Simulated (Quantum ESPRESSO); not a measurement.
# Si (Fd-3m) in Quantum ESPRESSO: notebook, part 2 of 2

Quantum ESPRESSO 7.5. Earlier steps stand in the parts before.

**3. Phonons, PBEsol**

pw.in

```
&CONTROL
  calculation = 'scf'
  prefix = 'pwscf'
  outdir = './tmp'
  pseudo_dir = './pseudo'
  tprnfor = .true.
  tstress = .true.
  disk_io = 'low'
/
&SYSTEM
  ibrav = 0
  nat = 2
  ntyp = 1
  ecutwfc = 45
  ecutrho = 360
  nbnd = 9
  occupations = 'smearing'
  smearing = 'fd'
  degauss = 0.00367493
/
&ELECTRONS
  conv_thr = 4d-10
  electron_maxstep = 120
  mixing_beta = 0.5
/
ATOMIC_SPECIES
Si    28.0850 si_pbesol_v1.uspp.F.UPF
CELL_PARAMETERS angstrom
   0.0000000000    2.7218511865    2.7218511865
   2.7218511865    0.0000000000    2.7218511865
   2.7218511865    2.7218511865    0.0000000000
ATOMIC_POSITIONS crystal
Si     0.5000000000    0.5000000000    0.5000000000
Si     0.7500000000    0.7500000000    0.7500000000
K_POINTS automatic
8 8 8 1 1 1
```

relax.in

```
&CONTROL
  calculation = 'vc-relax'
  prefix = 'pwscf'
  outdir = './tmp'
  pseudo_dir = './pseudo'
  tprnfor = .true.
  tstress = .true.
  disk_io = 'low'
  nstep = 40
  forc_conv_thr = 0.0001
  etot_conv_thr = 1d-06
/
&SYSTEM
  ibrav = 0
  nat = 2
  ntyp = 1
  ecutwfc = 45
  ecutrho = 360
  nbnd = 9
  occupations = 'smearing'
  smearing = 'fd'
  degauss = 0.00367493
/
&ELECTRONS
  conv_thr = 4d-10
  electron_maxstep = 120
  mixing_beta = 0.5
/
&IONS
  ion_dynamics = 'bfgs'
/
&CELL
  cell_dynamics = 'bfgs'
  press = 0
  press_conv_thr = 0.2
/
ATOMIC_SPECIES
Si    28.0850 si_pbesol_v1.uspp.F.UPF
CELL_PARAMETERS angstrom
   0.0000000000    2.7218511865    2.7218511865
   2.7218511865    0.0000000000    2.7218511865
   2.7218511865    2.7218511865    0.0000000000
ATOMIC_POSITIONS crystal
Si     0.5000000000    0.5000000000    0.5000000000
Si     0.7500000000    0.7500000000    0.7500000000
K_POINTS automatic
8 8 8 1 1 1
```

scf2.in

```
&CONTROL
  calculation = 'scf'
  prefix = 'pwscf'
  outdir = './tmp'
  pseudo_dir = './pseudo'
  tprnfor = .true.
  tstress = .true.
  disk_io = 'low'
/
&SYSTEM
  ibrav = 0
  nat = 2
  ntyp = 1
  ecutwfc = 45
  ecutrho = 360
  nbnd = 9
  occupations = 'fixed'
/
&ELECTRONS
  conv_thr = 1d-13
  electron_maxstep = 120
  mixing_beta = 0.5
  startingpot = 'file'
  startingwfc = 'file'
/
ATOMIC_SPECIES
Si    28.0850 si_pbesol_v1.uspp.F.UPF
CELL_PARAMETERS angstrom
   0.0000000000    2.7160888212    2.7160888212
   2.7160888212    0.0000000000    2.7160888212
   2.7160888212    2.7160888212    0.0000000000
ATOMIC_POSITIONS crystal
Si     0.5000000000    0.5000000000    0.5000000000
Si     0.7500000000    0.7500000000    0.7500000000
K_POINTS automatic
8 8 8 1 1 1
```

ph.in

```
phonons of Si
&INPUTPH
  prefix = 'pwscf'
  outdir = './tmp'
  tr2_ph = 1d-16
  fildyn = 'dyn'
  niter_ph = 60
  alpha_mix(1) = 0.7
  epsil = .true.
/
0.0000000000 0.0000000000 0.0000000000
```

dynmat.in

```
&INPUT
  fildyn = 'dyn'
  asr = 'crystal'
  lperm = .true.
  filout = 'dynmat.disp'
  fileig = 'dynmat.eig'
/
```

dynmat_lo.in

```
&INPUT
  fildyn = 'dyn'
  asr = 'crystal'
  filout = 'dynmat_lo.disp'
  fileig = 'dynmat_lo.eig'
  q(1) = 0
  q(2) = 0
  q(3) = 1
/
```

Potentials or basis: GBRV 1.5 PBEsol.

Command:

```bash
> OMP_NUM_THREADS=1 pw.x -in pw.in > pw.out
> OMP_NUM_THREADS=1 pw.x -in relax.in > relax.out
> OMP_NUM_THREADS=1 pw.x -in scf2.in > scf2.out
> OMP_NUM_THREADS=1 ph.x -in ph.in > ph.out
> OMP_NUM_THREADS=1 dynmat.x -in dynmat.in > dynmat.out
> OMP_NUM_THREADS=1 dynmat.x -in dynmat_lo.in > dynmat_lo.out
```

pw.out:

```text
This program is part of the open-source Quantum ESPRESSO suite
     for quantum simulation of materials; please cite
[... 9 lines left out ...]
     --------------------
     sticks:   dense  smooth     PW     G-vecs:    dense   smooth      PW
     Sum        1303     649    211                31283    11017    1989

     Using Slab Decomposition

     bravais-lattice index     =            0
     lattice parameter (alat)  =       7.2741  a.u.
     unit-cell volume          =     272.1571 (a.u.)^3
     number of atoms/cell      =            2
     number of atomic types    =            1
     number of electrons       =         8.00
     number of Kohn-Sham states=            9
     kinetic-energy cutoff     =      45.0000  Ry
     charge density cutoff     =     360.0000  Ry
     scf convergence threshold =      4.0E-10
     mixing beta               =       0.5000
     number of iterations used =            8  plain     mixing
     Exchange-correlation= SLA  PW   PSX  PSC
                           (   1   4  10   8   0   0   0)

     celldm(1)=   7.274083  celldm(2)=   0.000000  celldm(3)=   0.000000
     celldm(4)=   0.000000  celldm(5)=   0.000000  celldm(6)=   0.000000

     crystal axes: (cart. coord. in units of alat)
               a(1) = (   0.000000   0.707107   0.707107 )
               a(2) = (   0.707107   0.000000   0.707107 )
               a(3) = (   0.707107   0.707107   0.000000 )

     reciprocal axes: (cart. coord. in units 2 pi/alat)
               b(1) = ( -0.707107  0.707107  0.707107 )
               b(2) = (  0.707107 -0.707107  0.707107 )
               b(3) = (  0.707107  0.707107 -0.707107 )

     PseudoPot. # 1 for Si read from file:
     si_pbesol_v1.uspp.F.UPF
     Pseudo is Ultrasoft + core correction, Zval =  4.0
     Generated by new atomic code, or converted to UPF format
     Using radial grid of  899 points,  6 beta functions with:
                l(1) =   0
                l(2) =   0
                l(3) =   1
                l(4) =   1
                l(5) =   2
                l(6) =   2
     Q(r) pseudized with  8 coefficients,  rinner =    0.900   0.900   0.900
                                                       0.900   0.900

     atomic species   valence    mass     pseudopotential
     Si                4.00    28.08500     Si( 1.00)

     48 Sym. Ops., with inversion, found (24 have fractional translation)

   Cartesian axes

     site n.     atom                  positions (alat units)
         1        Si     tau(   1) = (   0.7071068   0.7071068   0.7071068  )
         2        Si     tau(   2) = (   1.0606602   1.0606602   1.0606602  )

     number of k points=    60  Fermi-Dirac smearing, width (Ry)=  0.0037
                       cart. coord. in units 2pi/alat
        k(    1) = (   0.0441942   0.0441942   0.0441942), wk =   0.0078125
        k(    2) = (   0.1325825   0.1325825  -0.0441942), wk =   0.0234375
        k(    3) = (   0.2209709   0.2209709  -0.1325825), wk =   0.0234375
        k(    4) = (   0.3093592   0.3093592  -0.2209709), wk =   0.0234375
        k(    5) = (  -0.3093592  -0.3093592   0.3977476), wk =   0.0234375
        k(    6) = (  -0.2209709  -0.2209709   0.3093592), wk =   0.0234375
[... 52 lines left out ...]
        k(   59) = (   0.3093592   0.3093592   0.3093592), wk =   0.0078125
        k(   60) = (  -0.3093592  -0.3093592   0.9280777), wk =   0.0234375

     Dense  grid:    31283 G-vectors     FFT dimensions: (  48,  48,  48)

     Smooth grid:    11017 G-vectors     FFT dimensions: (  32,  32,  32)

     Initial potential from superposition of free atoms

     starting charge       7.9987, renormalised to       8.0000
     Starting wfcs are    8 randomized atomic wfcs +    1 random wfcs

     Self-consistent Calculation

     iteration #  1     ecut=    45.00 Ry     beta= 0.50
     Davidson diagonalization with overlap
     ethr =  1.00E-02,  avg # of iterations =  5.7

     Threshold (ethr) on eigenvalues was too large:
     Diagonalizing with lowered threshold

     Davidson diagonalization with overlap
     ethr =  6.59E-04,  avg # of iterations =  1.3

     total energy              =     -19.12005937 Ry
     estimated scf accuracy    <       0.05427523 Ry

     iteration #  2     ecut=    45.00 Ry     beta= 0.50
     Davidson diagonalization with overlap
     ethr =  6.78E-04,  avg # of iterations =  1.0
[... 4 lines left out ...]
     iteration #  3     ecut=    45.00 Ry     beta= 0.50
     Davidson diagonalization with overlap
     ethr =  1.06E-04,  avg # of iterations =  2.4

     total energy              =     -19.11990918 Ry
     estimated scf accuracy    <       0.00014782 Ry

     iteration #  4     ecut=    45.00 Ry     beta= 0.50
     Davidson diagonalization with overlap
     c_bands:  1 eigenvalues not converged
     ethr =  1.85E-06,  avg # of iterations =  6.3

     total energy              =     -19.11997736 Ry
     estimated scf accuracy    <       0.00000075 Ry

     iteration #  5     ecut=    45.00 Ry     beta= 0.50
     Davidson diagonalization with overlap
     ethr =  9.40E-09,  avg # of iterations =  3.8

     total energy              =     -19.11997985 Ry
     estimated scf accuracy    <       0.00000005 Ry

     iteration #  6     ecut=    45.00 Ry     beta= 0.50
     Davidson diagonalization with overlap
     ethr =  6.35E-10,  avg # of iterations =  2.0

     End of self-consistent calculation

          k = 0.0442 0.0442 0.0442 (  1393 PWs)   bands (ev):

    -5.8149   5.5348   5.9872   5.9872   8.6421   8.7150   8.7150   9.6911
    13.5968

          k = 0.1326 0.1326-0.0442 (  1391 PWs)   bands (ev):

    -5.5445   4.0209   5.1603   5.8712   8.7070   8.9593   9.2595  11.1305
    12.7482
[... 283 lines left out ...]
    -3.7393  -0.6077   4.9022   4.9022   7.5444   9.3892   9.3892  13.6351
    15.6465

          k =-0.3094-0.3094 0.9281 (  1396 PWs)   bands (ev):

    -3.3817  -0.7814   3.6508   4.6270   8.2351   9.5303   9.9770  14.1229
    14.8390

     the Fermi energy is     6.3258 ev

!    total energy              =     -19.11997986 Ry
     estimated scf accuracy    <          9.4E-11 Ry
     smearing contrib. (-TS)   =      -0.00000129 Ry
     internal energy E=F+TS    =     -19.11997857 Ry

     The total energy is F=E-TS. E is the sum of the following terms:
     one-electron contribution =       5.05459382 Ry
     hartree contribution      =       1.10053862 Ry
     xc contribution           =      -8.51845199 Ry
     ewald contribution        =     -16.75665902 Ry

     convergence has been achieved in   6 iterations

     Forces acting on atoms (cartesian axes, Ry/au):

     atom    1 type  1   force =     0.00000000    0.00000000    0.00000000
     atom    2 type  1   force =     0.00000000    0.00000000   -0.00000000

     Total force =     0.000000     Total SCF correction =     0.000000

     Computing stress (Cartesian axis) and pressure

          total   stress  (Ry/bohr**3)                   (kbar)     P=       -5.87
  -0.00003987   0.00000000   0.00000000           -5.87        0.00        0.00
   0.00000000  -0.00003987   0.00000000            0.00       -5.87        0.00
   0.00000000   0.00000000  -0.00003987            0.00        0.00       -5.87

=------------------------------------------------------------------------------=
   JOB DONE.
=------------------------------------------------------------------------------=
```

It took 2.5 min on 1 thread of Arm Neoverse V2, shared host; peak memory 0.15 GiB.

Results:

* Free energy: -260.1410 eV
* Relaxed volume: 20.04 Å³/atom
* Relaxed cell: a = 3.841 Å, b = 3.841 Å, c = 3.841 Å, α = 60.00°, β = 60.00°, γ = 60.00°
* Space group after relaxing (to 0.05 Å): Fd-3m (No. 227)
* Pressure after relaxing: 0.0 GPa
* Electronic dielectric tensor (diagonal): 13.30
* Born charges (mean of the diagonal): Si -0.00 e
* Highest phonon frequency at Γ: 509 cm⁻¹
* Static dielectric tensor (diagonal): 13.30

The path:
```tsv
step	energy change (eV)	largest force (eV/Å)	pressure (GPa)	volume (Å³)
1	0.0000	0.0000	-0.59	40.33
2	-0.0003	0.0000	-0.31	40.21
3	-0.0005	0.0000	0.00	40.07
4	-0.0005	0.0000	0.00	40.07
```

Final structure:
```cif
data_structure
_symmetry_space_group_name_H-M 'P 1'
_symmetry_Int_Tables_number 1
_cell_length_a 3.8411
_cell_length_b 3.8411
_cell_length_c 3.8411
_cell_angle_alpha 60.000
_cell_angle_beta 60.000
_cell_angle_gamma 60.000
_cell_volume 40.07
loop_
_atom_site_label
_atom_site_type_symbol
_atom_site_fract_x
_atom_site_fract_y
_atom_site_fract_z
_atom_site_occupancy
Si1 Si 0.50000 0.50000 0.50000 1
Si2 Si 0.75000 0.75000 0.75000 1
```

Levels at points of the mesh, in eV from the valence-band top:
```
           k point  band 2  band 3  band 4  band 5  band 6  band 7
(0.06, 0.06, 0.06)   -0.45    0.00    0.00    2.66    2.73    2.73
```

Phonon frequencies in cm⁻¹ (negative: imaginary):
```
              q point              frequencies
(0.000, 0.000, 0.000)  -10 -10 -10 509 509 509
```

Electronic dielectric tensor:
```
13.30  0.00  0.00
 0.00 13.30  0.00
 0.00  0.00 13.30
```

Born effective charge tensors (e):
atom 1, Si
```
0.00 0.00 0.00
0.00 0.00 0.00
0.00 0.00 0.00
```
atom 2, Si
```
0.00 0.00 0.00
0.00 0.00 0.00
0.00 0.00 0.00
```

Optical modes at Γ, degenerate ones joined, polar ones without the macroscopic field:
```
cm⁻¹  components  symmetry  active in  IR intensity, summed ((D/Å)²/amu)
 509           3       T2g      Raman                               0.00
```

Static dielectric tensor, electrons and zone-centre modes:
```
13.30  0.00  0.00
 0.00 13.30  0.00
 0.00  0.00 13.30
```
